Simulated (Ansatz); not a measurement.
Rutile RuO2, treated with PBE-D4 (Ansatz, a quantum-chemistry and plane-wave program, PAW).

Settings: plane-wave cutoff 520 eV, 12×12×18 k mesh (along the axes of the cell as run), Fermi–Dirac smearing 0.05 eV, no spin polarisation, scalar-relativistic PAW data made under PBE.

Cell (relaxed at this level):

```xyz
6
Lattice="4.4955 0.0000 0.0000 0.0000 4.4955 0.0000 0.0000 0.0000 3.1109" Properties=species:S:1:pos:R:3 pbc="T T T"
Ru     0.0000     0.0000     0.0000
Ru     2.2478     2.2478     1.5555
O      1.3742     1.3742     0.0000
O      3.6220     0.8735     1.5555
O      0.8735     3.6220     1.5555
O      3.1213     3.1213     0.0000
```

Question: Predict the bulk modulus B0 and pressure derivative B′ of the bulk modulus.

Answer: 
* **bulk modulus B0**: 261 GPa
* **pressure derivative B′ of the bulk modulus**: 4.7

The run finds no gap.

Measured, for comparison: bulk modulus 270 GPa (room temperature, no zero-point or thermal correction; as tabulated in LI and ZENG (2008), arXiv:0807.3251). Computed (rounded) less measured: bulk modulus -3 %.

Note: the bulk modulus comes from volumes at which shape and atoms were relaxed.

Static lattice: no zero-point or thermal effects.

It cost about 23 core-minutes (a rough figure) of CPU time.
